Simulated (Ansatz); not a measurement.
A 4-atom cell of CuI (Cmcm) from a materials database, relaxed with r2SCAN+rVV10 in the PAW code Ansatz. It is orthorhombic, Cmcm (No. 63); conventional cell a = 7.007 Å, b = 7.186 Å, c = 4.322 Å, 27.21 Å³ an atom. Cu has 2 Cu at 2.47 Å and 3 I at 2.57–2.60 Å; I has 3 Cu at 2.57–2.60 Å.

The axes x, y and z are those of this cell:
```
Cu I
1.0
     3.50375   -3.59315    0.00000
     3.50375    3.59315    0.00000
     0.00000    0.00000    4.32201
Cu I
2 2
Direct
  0.41680 0.58320 0.75000
  0.58320 0.41680 0.25000
  0.77795 0.22205 0.75000
  0.22205 0.77795 0.25000
```

Unstrained: With PBE the gap is 0.948 eV and direct, at Γ. The r2SCAN gap is direct at Γ: 1.358 eV. With HSE06 the gap is 2.212 eV and direct, at Γ. Meshes: PBE 6×6×6, r2SCAN 6×6×6, HSE06 4×4×4. Strains are changes of length per length. After each strain the atoms were relaxed again with r2SCAN+rVV10 within the symmetry that the strain leaves, so tilts or polar shifts that break it weren't tested; points keep the names that they have in the unstrained zone. (Simulation; spin polarisation is off.)

(1) Apply isotropic -0.42 % on every length. How far does the gap move, against the unstrained cell?

Results:

(1) PBE: the gap goes from 0.948 to 0.931 eV (-0.017 eV). r2SCAN: the gap goes from 1.358 to 1.342 eV (-0.016 eV). HSE06: the gap goes from 2.212 to 2.190 eV (-0.022 eV).

No spin-orbit coupling is included; it can move band edges with weight on the heavy atoms by tenths of an eV.

The meshes of the hybrids are coarse, so their gaps aren't converged to the digits shown.
